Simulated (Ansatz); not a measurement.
# Te2Mo (P2_1/m) in Ansatz: a series of runs

Runs on Te2Mo. Level: RPBE+D3(BJ). Tasks: single point, equation of state.

All numbers are computed with Ansatz 0.2.0; they aren't measurements. Logs are shortened: lines on timing, memory, paths and dates and some standing lists are left out, and cuts for length are marked.

## Step 1: The crystal as given

The structure is monoclinic, space group P2_1/m (No. 11). The conventional cell has a = 6.330 Å, b = 3.469 Å, c = 13.860 Å, α = 90.00°, β = 93.92°, γ = 90.00°. Te (site symmetry m) is surrounded by 3 Mo at 2.79 to 2.81 Å. Te (site symmetry m) is surrounded by 3 Mo at 2.70 Å. Around Te (site symmetry m) lie 3 Mo at 2.79 to 2.82 Å. Te (site symmetry m) has 3 Mo at 2.70 to 2.71 Å as nearest neighbours. Mo (site symmetry m) is surrounded by 6 Te at 2.70 to 2.82 Å and 2 Mo at 2.89 Å. Around Mo (site symmetry m) lie 6 Te at 2.70 to 2.81 Å and 2 Mo at 2.90 Å.

## Step 2: Single point, RPBE+D3(BJ), 23.78 Å³/atom (volume scaled by 0.94)

Contents of input.yaml:

```yaml
crystal:
  lattice:
    - [6.2007800682, 0.0, 0.0]
    - [0.0, 3.3981842111, 0.0]
    - [-0.9274669445, 0.0, 13.5453481849]
  atoms:
    - { symbol: Te, position: [0.9437, 0.75, 0.6045] }
    - { symbol: Te, position: [0.0563, 0.25, 0.3955] }
    - { symbol: Te, position: [0.903, 0.25, 0.8514] }
    - { symbol: Te, position: [0.097, 0.75, 0.1486] }
    - { symbol: Te, position: [0.4112, 0.75, 0.8955] }
    - { symbol: Te, position: [0.5888, 0.25, 0.1045] }
    - { symbol: Te, position: [0.4432, 0.25, 0.6484] }
    - { symbol: Te, position: [0.5568, 0.75, 0.3516] }
    - { symbol: Mo, position: [0.8167, 0.75, 0.9926] }
    - { symbol: Mo, position: [0.1833, 0.25, 0.0074] }
    - { symbol: Mo, position: [0.6819, 0.25, 0.4934] }
    - { symbol: Mo, position: [0.3181, 0.75, 0.5066] }
hamiltonian:
  xc: rpbe
  pseudopotentials: { kind: paw }
  dispersion: d3bj
kpoints:
  mp_grid: { grid: [4, 8, 2] }
scf:
  occupations: { method: fermi_dirac, width: 0.05 }
output:
  forces: true
  stress: true
  eigenvalues: true
```

Potentials or basis: Ansatz PAW.

Run with:

```console
> ansatz run input.yaml --threads 2 --pin off --max-ram 5120MiB --backend cpu --events-out ev --progress --plain --runs-dir out
```

Output:

```text
Warning: RAYON_NUM_THREADS=2 ignored (pool sized by the plan → 2); use --threads N
Engine: ansatz 0.2.0, aarch64-unknown-linux-gnu
Pseudopotentials: kind: paw
Pseudopotential: Te, paw, valence charge 16, recommended cutoff 420 eV (normal), Te.paw.azcp
Pseudopotential: Mo, paw, valence charge 14, recommended cutoff 420 eV (normal), Mo.paw.azcp
Functional definition: RPBE
  parameter kappa = 0.804
  parameter beta = 0.06672455060314922
  exchange = rpbe_x(kappa = kappa, mu = beta*pi^2/3)
  correlation = pbe_c(beta = beta)
Crystal: 12 atoms, lattice volume = 285.419 Å³
Basis set: ecut = 420 eV, 5599 PW (Γ), exchange–correlation on 90×48×192 points (8 copies of the dense FFT grid, shifted against one another)
Bands: 111, of which v1, the nominal top of the filled ones, is band 92 counted from 1 (91 counted from 0)
Symmetry: 4 space group operations
Space group: P21/m (ITA 11), of the structure as read, at distance tolerance 6.6e-5 Å
k-points: 30 of 64
Non-local potential: Te, projectors of the file, l = 0: 2, l = 1: 2, l = 2: 2, l = 3: 2
Non-local potential: Mo, projectors of the file, l = 0: 3, l = 1: 2, l = 2: 2, l = 3: 1
PAW form: soft (Blöchl's): semilocal exchange-correlation on the pseudo side does not see the compensation charge
PAW frozen core: Te, regenerated for the run's functional, and the local potential with it (the file was generated under x = pbe(κ = 0.804, μ = 0.2195149727645171), c = pbe(β = 0.06672455060314922))
PAW frozen core: Mo, regenerated for the run's functional, and the local potential with it (the file was generated under x = pbe(κ = 0.804, μ = 0.2195149727645171), c = pbe(β = 0.06672455060314922))
PAW one-centre angular grid: Te, 590 points (default); XC on 64 Gauss nodes
PAW one-centre angular grid: Mo, 590 points (default); XC on 64 Gauss nodes
Initial density: superposition of atomic densities (neutral atoms: chi_scale 0, normalization atom), corrected by the library's trained network
Initial wavefunctions: pseudopotential atomic-orbital guess
Functional: x = rpbe, c = pbe(β = 0.06672455060314922)
SCF iter   1: F=—  HF=-75799.036285 eV  |F-HF|=—  |Δ(HF+E_count)|=         —  Δρ=4.53e-3  dr2=2.54e-2  ethr=1.77e-3  ⟨swp⟩=6.1  Hψ=12115  notcnv=0  defer=42
preconditioner: auto → LDOS  [metal: Δε(μ)=0.015 eV  Ē_g=7.575 eV  σ=0.050 eV  W_gap=0.08  n_scr=80 (ndim 8)  ℏωp=18.7 eV  f_vac=0.020  D(μ)=3.98/eV (n_scr^D=16)  β→1.0]
SCF iter   2: F=—  HF=-75799.057132 eV  |F-HF|=—  |Δ(HF+E_count)|=   2.08e-2  Δρ=1.19e-3  dr2=1.00e-2  ethr=1.38e-5  ⟨swp⟩=2.9  Hψ=8091  notcnv=0  defer=233
SCF iter   3: F=—  HF=-75799.056148 eV  |F-HF|=—  |Δ(HF+E_count)|=   9.84e-4  Δρ=6.61e-4  dr2=3.97e-3  ethr=5.44e-6  ⟨swp⟩=2.0  Hψ=4665  notcnv=0  defer=233
SCF iter   4: F=—  HF=-75799.055740 eV  |F-HF|=—  |Δ(HF+E_count)|=   4.09e-4  Δρ=2.49e-4  dr2=3.22e-4  ethr=2.16e-6  ⟨swp⟩=2.0  Hψ=3658  notcnv=0  defer=233
SCF iter   5: F=—  HF=-75799.055664 eV  |F-HF|=—  |Δ(HF+E_count)|=   7.54e-5  Δρ=6.61e-5  dr2=2.46e-5  ethr=1.75e-7  ⟨swp⟩=2.9  Hψ=5586  notcnv=0  defer=233
SCF iter   6: F=—  HF=-75799.055675 eV  |F-HF|=—  |Δ(HF+E_count)|=   1.05e-5  Δρ=1.67e-5  dr2=1.97e-6  ethr=1.34e-8  ⟨swp⟩=3.0  Hψ=6126  notcnv=0  defer=233
SCF iter   7: F=-75799.055675 eV  HF=-75799.055675 eV  |F-HF|=5.46e-9  |Δ(HF+E_count)|=   2.55e-7  Δρ=3.27e-6  dr2=3.90e-8  ethr=5.43e-11  ⟨swp⟩=10.0  Hψ=17068  notcnv=0
SCF 1 converged in 7 iterations: F = -75799.055675 eV  dr2 = 3.90e-8
SCF converged after 7 iterations
Free energy (F): -75799.055675 eV
Harris-Foulkes:  -75799.055675 eV  (|F-HF|=5.46e-9)
Internal energy: -75799.022407 eV  (E = F + TS)
E sigma→0 (E₀):  -75799.039041 eV
Entropy (-TS):   -0.033268 eV (-2.772 meV/atom)
Fermi energy:    13.738726 eV
--- Per-component energies (eV) ---
  E_band       = -2128.484354
  E_kinetic    = 3234.584865
  E_local      = -14613.711047  (includes V_loc(G=0)·N_el)
  E_nonlocal   = -1916.404491
  E_hartree    = 8271.081309
  E_xc         = -1740.719165
  E_vxc        = -1762.775651  (∫ρ·V_xc dr)
  E_paw        = -50205.755110  (= ΣΔE_a)
  E_vpaw       = -3612.325989  (= ΣTr[D̂ρ^β])
  E_aug_tail   = -0.001296  (compensation charges beyond the density's cutoff)
  E_ewald      = -18792.713248
  E_disp       = -34.708018  (pairwise vdW)
  E_core_change = -0.676206  (= ΣΔE_core)
  E_smearing   = -0.033268  (= −TS)
  E_closure    = 0.000000  (closes the sum)
  Σ components = -75799.055675   (vs F -75799.055675, Δ=0.00e0)
--- Forces (eV/Å), atoms counted from 1 ---
  atom   1  Te     0.17147327     0.00000000    -0.26962488
  atom   2  Te    -0.17147327     0.00000000     0.26962488
  atom   3  Te    -0.05336592     0.00000000    -0.46743891
  atom   4  Te     0.05336592     0.00000000     0.46743891
  atom   5  Te     0.18529832     0.00000000     0.31589625
  atom   6  Te    -0.18529832     0.00000000    -0.31589625
  atom   7  Te     0.00495256     0.00000000     0.41344952
  atom   8  Te    -0.00495256     0.00000000    -0.41344952
  atom   9  Mo    -0.00259062     0.00000000     0.17303944
  atom  10  Mo     0.00259062     0.00000000    -0.17303944
  atom  11  Mo    -0.13004191     0.00000000     0.21659201
  atom  12  Mo     0.13004191     0.00000000    -0.21659201
  max |Σ_I F_I| component: 2.78e-17 eV/Å
--- Stress (GPa, compression-positive) ---
      -13.030252       0.000000       0.054453
        0.000000     -15.758841       0.000000
        0.054453       0.000000      -9.317847
  P = ⅓ Tr σ = -12.7023 GPa (-127.023 kbar)
--- Band table (eV; the first three rows and the last of 30) ---
  k-point 0: bands = ["-47.3099", "-47.2837", "-47.2364", "-47.2084", "-23.4737", "-23.4634", "-23.4534", "-23.4532", "-23.4382", "-23.4271", "-23.4228", "-23.4156", "-23.4150", "-23.4144", "-23.4106", "-23.3927", "-23.3867", "-23.3840", "-23.3816", "-23.3780", "-23.3777", "-23.3745", "-23.3733", "-23.3582", "-23.3564", "-23.3556", "-23.3465", "-23.3437", "-23.3388", "-23.3340", "-23.3287", "-23.3196", "-23.3173", "-23.3134", "-23.2872", "-23.2870", "-23.2778", "-23.2722", "-23.2672", "-23.2626", "-23.2468", "-23.2370", "-23.2269", "-23.2220", "-21.6119", "-21.5887", "-21.4949", "-21.4909", "-21.4686", "-21.4654", "-21.3205", "-21.3034", "-21.2905", "-21.2738", "-21.1298", "-21.1003", "0.1117", "0.4630", "1.1355", "1.7399", "2.2077", "2.3770", "2.4210", "2.6593", "7.3681", "7.6110", "7.6974", "8.2663", "8.7565", "8.9845", "9.1769", "9.3799", "10.0312", "10.9153", "10.9374", "11.0335", "11.0352", "11.0772", "11.2633", "11.5143", "11.7452", "11.7774", "12.2372", "12.3581", "12.7457", "12.9526", "13.0553", "13.2121", "13.2700", "13.6173", "13.8526", "13.8975", "14.1734", "14.4603", "14.7344", "14.8322", "14.8724", "15.6609", "15.9293", "15.9399", "16.1870", "16.5813", "16.8892", "16.9414", "17.1690", "17.3108", "17.4878", "17.6615", "18.4771", "18.6714", "18.9449"]
  k-point 1: bands = ["-47.3099", "-47.2837", "-47.2364", "-47.2084", "-23.4737", "-23.4634", "-23.4534", "-23.4532", "-23.4382", "-23.4271", "-23.4228", "-23.4156", "-23.4150", "-23.4145", "-23.4106", "-23.3927", "-23.3867", "-23.3840", "-23.3816", "-23.3781", "-23.3777", "-23.3744", "-23.3734", "-23.3582", "-23.3564", "-23.3556", "-23.3465", "-23.3437", "-23.3388", "-23.3340", "-23.3287", "-23.3196", "-23.3174", "-23.3134", "-23.2872", "-23.2870", "-23.2778", "-23.2722", "-23.2672", "-23.2626", "-23.2468", "-23.2370", "-23.2269", "-23.2220", "-21.6119", "-21.5887", "-21.4949", "-21.4909", "-21.4686", "-21.4654", "-21.3205", "-21.3034", "-21.2905", "-21.2738", "-21.1298", "-21.1003", "0.2293", "0.2671", "1.4596", "1.4883", "2.2222", "2.2325", "2.5976", "2.6137", "7.4781", "7.5302", "8.0386", "8.0871", "8.4801", "8.5950", "9.3555", "9.5742", "10.4880", "10.6471", "10.9731", "10.9947", "11.0388", "11.0725", "11.3034", "11.3619", "11.7001", "11.8920", "12.1770", "12.2986", "12.8711", "12.9095", "12.9856", "13.0393", "13.6906", "13.7378", "13.7408", "13.7415", "14.1889", "14.3230", "14.7521", "14.8181", "15.2973", "15.5568", "15.8811", "15.9618", "16.0320", "16.0479", "17.2472", "17.2553", "17.2593", "17.2952", "17.3912", "17.3929", "18.6513", "18.8177", "19.0406"]
  k-point 2: bands = ["-47.3060", "-47.2797", "-47.2380", "-47.2102", "-23.4705", "-23.4593", "-23.4553", "-23.4535", "-23.4349", "-23.4239", "-23.4229", "-23.4173", "-23.4165", "-23.4159", "-23.4095", "-23.3929", "-23.3879", "-23.3851", "-23.3819", "-23.3798", "-23.3744", "-23.3733", "-23.3692", "-23.3597", "-23.3577", "-23.3565", "-23.3477", "-23.3443", "-23.3348", "-23.3299", "-23.3295", "-23.3210", "-23.3195", "-23.3156", "-23.2878", "-23.2869", "-23.2780", "-23.2744", "-23.2668", "-23.2622", "-23.2465", "-23.2372", "-23.2265", "-23.2216", "-21.6066", "-21.5836", "-21.5176", "-21.4922", "-21.4829", "-21.4565", "-21.3399", "-21.3106", "-21.2959", "-21.2655", "-21.1304", "-21.1008", "0.3040", "0.6545", "1.2652", "1.8499", "2.3029", "2.5007", "2.5081", "2.7797", "7.5609", "7.8052", "7.8780", "8.3694", "8.7949", "9.1965", "9.2947", "9.3634", "9.9373", "10.4563", "10.6030", "10.7303", "10.8967", "11.1444", "11.2675", "11.3067", "11.7199", "11.7810", "11.8110", "12.2196", "12.4528", "12.7006", "12.7612", "12.7793", "13.0983", "13.4462", "13.4784", "13.6163", "13.7226", "14.0552", "14.9674", "15.0809", "15.1204", "15.5914", "15.7579", "15.8058", "15.9534", "16.0788", "16.2225", "16.4145", "16.6578", "17.1410", "17.1525", "17.3629", "18.6946", "18.8231", "19.8138"]
  k-point 29: bands = ["-47.2653", "-47.2653", "-47.2383", "-47.2383", "-23.4723", "-23.4723", "-23.4369", "-23.4369", "-23.4343", "-23.4343", "-23.4299", "-23.4299", "-23.4017", "-23.4017", "-23.3994", "-23.3994", "-23.3936", "-23.3936", "-23.3852", "-23.3852", "-23.3671", "-23.3671", "-23.3630", "-23.3630", "-23.3476", "-23.3476", "-23.3456", "-23.3456", "-23.3307", "-23.3307", "-23.3286", "-23.3286", "-23.3062", "-23.3062", "-23.2892", "-23.2892", "-23.2818", "-23.2818", "-23.2622", "-23.2622", "-23.2411", "-23.2411", "-23.2218", "-23.2218", "-21.6547", "-21.6547", "-21.6305", "-21.6305", "-21.3935", "-21.3935", "-21.3659", "-21.3659", "-21.2025", "-21.2025", "-21.1722", "-21.1722", "2.4796", "2.4796", "2.5849", "2.5849", "2.9086", "2.9086", "2.9878", "2.9878", "7.3470", "7.3470", "7.4274", "7.4274", "8.4276", "8.4276", "8.5602", "8.5602", "9.8607", "9.8607", "10.1103", "10.1103", "10.8441", "10.8441", "10.9383", "10.9383", "11.1883", "11.1883", "11.2646", "11.2646", "11.7242", "11.7242", "11.8115", "11.8115", "12.5847", "12.5847", "12.6803", "12.6803", "14.8366", "14.8366", "14.8663", "14.8663", "15.4783", "15.4783", "15.5804", "15.5804", "16.0298", "16.0298", "16.1903", "16.1903", "17.2536", "17.2536", "17.4182", "17.4182", "18.4648", "18.4648", "18.6152"]
```

Run time: 32 s. Hardware: 2 threads of Arm Neoverse V1, shared host; peak memory 1 GiB.

What came out:

```yaml
Free_energy: -75799.0557 eV
Pressure: -12.7 GPa
Largest_force: 0.470 eV/Å
Band_gap_on_the_k_mesh: none (metal or under the smearing width)
```

Caveat: pairwise dispersion overbinds metals, which lowers pressure and volume; the PAW data sets come from PBE, with cores solved anew for the run's functional, which leaves a small shift of forces and pressure.

[end of part 1 of 2]
